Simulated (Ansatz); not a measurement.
# PtSb2: the cost of one run

Computed with Ansatz 0.2.0 (DFT PBE, scalar-relativistic, plane waves, PAW, unless a step's input says otherwise).

1 further run of the same task is left out (set aside as unsound or not needed). Runs told in other sessions of the task aren't counted.

**1. The system as given**

It takes space group P-3m1 (No. 164, trigonal). The conventional cell has a = 4.060 Å, b = 4.060 Å, c = 5.226 Å, α = 90.00°, β = 90.00°, γ = 120.00°. Pt (site symmetry -3m) is surrounded by 6 Sb at 2.71 Å. Sb (site symmetry 3m) is surrounded by 3 Pt at 2.71 Å.

Coordinates:

```xyz
3
Lattice="4.0600 0.0000 0.0000 -2.0300 3.5161 0.0000 0.0000 0.0000 5.2259" Properties=species:S:1:pos:R:3 pbc="T T T"
Pt    0.0000    0.0000    0.0000
Sb    0.0000    2.3440    1.3504
Sb    2.0300    1.1720    3.8755
```

An earlier run at PBE left this cell at 24.867 Å³/atom and 0.00 GPa (10×10×6 mesh).

The changes: atom 2 (Sb) moved 0.2 Å along y; atom 3 (Sb) moved 0.05 Å along z; strain e5 = +0.03, atoms carried along; strain e6 = -0.02, atoms carried along; all atoms moved at random (σ = 0.15 Å), cell strained at random (1 %); all atoms moved at random (σ = 0.06 Å), cell strained at random (1 %).

**2. Atom 2 (Sb) moved 0.2 Å along y**

Input file input.yaml:

```yaml
crystal:
  lattice:
    - [4.0599872515, 0.0, 0.0]
    - [-2.0299936257, 3.5160520988, 0.0]
    - [0.0, 0.0, 5.2259058719]
  atoms:
    - { symbol: Pt, position: [0.0, 0.0, 0.0] }
    - { symbol: Sb, position: [0.3617743226, 0.7235486452, 0.2584105895] }
    - { symbol: Sb, position: [0.6666666667, 0.3333333333, 0.7415894105] }
basis:
  ecutwfc: 420
  ecutrho_ratio: 4
kpoints:
  mp_grid: { grid: [10, 10, 6] }
hamiltonian:
  xc: pbe
scf:
  occupations: { method: gaussian, width: 0.05 }
output:
  forces: true
  stress: true
  eigenvalues: true
  write_density: true
  write_potential: true
  elf: true
  volumetric_format: npy
```

On the command line:

```sh
> ansatz run input.yaml --threads 2 --pin off --max-ram 2662MiB --backend cpu --events-out ev --progress --plain --runs-dir out
```

**Question.** How long does this run take on 2 threads of Arm Neoverse V2, shared host, and how much memory does it need?

About 19 s, with a peak of 0.52 GiB.
